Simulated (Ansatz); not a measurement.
**Relaxing AlGa₃N₄**

All numbers below come from DFT PBEsol, scalar-relativistic, plane waves, PAW in Ansatz. Settings: 420 eV cutoff, 6×6×6 k-mesh, Gaussian smearing of 0.02 eV, no spin polarisation.

What was changed: biaxial strain in the a-b plane, c and atoms relaxed: +3.0 %.

Command:

```bash
ansatz run input.yaml --threads 2 --pin off --max-ram 5120MiB --backend cpu --events-out ev --progress --plain --runs-dir out
```

Input:

```yaml
crystal:
  lattice:
    - [4.6016567581, 0.0, 0.0]
    - [0.0, 4.6016567581, 0.0]
    - [0.0, 0.0, 4.3872106179]
  atoms:
    - { symbol: Al, position: [0.0, 0.0, 0.0] }
    - { symbol: Ga, position: [0.5, 0.5, 0.0] }
    - { symbol: Ga, position: [0.5, 0.0, 0.5] }
    - { symbol: Ga, position: [0.0, 0.5, 0.5] }
    - { symbol: "N", position: [0.7548932406, 0.7548932406, 0.2447084613] }
    - { symbol: "N", position: [0.7548932406, 0.2451067594, 0.7552915387] }
    - { symbol: "N", position: [0.2451067594, 0.7548932406, 0.7552915387] }
    - { symbol: "N", position: [0.2451067594, 0.2451067594, 0.2447084613] }
basis:
  ecutwfc: 420
kpoints:
  mp_grid: { grid: [6, 6, 6] }
hamiltonian:
  xc: pbesol
scf:
  occupations: { method: gaussian, width: 0.02 }
output:
  forces: true
  stress: true
  eigenvalues: true
relax:
  adjacent_minimum: "off"
  f_tol: 0.008
  max_steps: 40
  cell: { stress_tol: 0.015, fix: [a, b, gamma] }
```

F is the free energy. Steps run on the plane waves of an earlier cell, but the last one, and at times one on the way, on a freshly chosen basis, so a repeated geometry can differ a little in energy. The held parts of the cell keep their stress, so P needn't end at zero.

Steps:

```tsv
step	F − F(1) (eV)	largest force component (eV/Å)	V (Å³/atom)	P (GPa)
1	0.0000	0.011	11.613	-7.34
2	-0.0183	0.018	11.492	-5.66
3	-0.0224	0.002	11.423	-4.68
4	-0.0181	0.002	11.423	-4.75
5	-0.0182	0.000	11.418	-4.67
6	-0.0180	0.000	11.418	-4.67
```

Relaxed structure:

```xyz
8
Lattice="4.6017 0.0000 0.0000 0.0000 4.6017 0.0000 0.0000 0.0000 4.3136" Properties=species:S:1:pos:R:3 pbc="T T T"
Al    0.0000    0.0000    0.0000
Ga    2.3008    2.3008    0.0000
Ga    2.3008    0.0000    2.1568
Ga    0.0000    2.3008    2.1568
N     3.4731    3.4731    1.0543
N     3.4731    1.1285    3.2593
N     1.1285    3.4731    3.2593
N     1.1285    1.1285    1.0543
```

It takes space group P-42m (No. 111, tetragonal). Conventional cell: a = 4.602 Å, b = 4.602 Å, c = 4.314 Å, α = 90.00°, β = 90.00°, γ = 90.00°. Around Al (site symmetry -42m) lie 4 N at 1.91 Å. Ga (site symmetry -42m) is surrounded by 4 N at 1.96 Å. Ga (site symmetry 222) has 4 N at 1.97 Å as nearest neighbours. N (site symmetry m) is surrounded by 1 Al at 1.91 Å and 3 Ga at 1.96 to 1.97 Å.

The run converged. Time: 44 s on 2 threads of Arm Neoverse V2, with other jobs on the host, peak memory 0.41 GiB.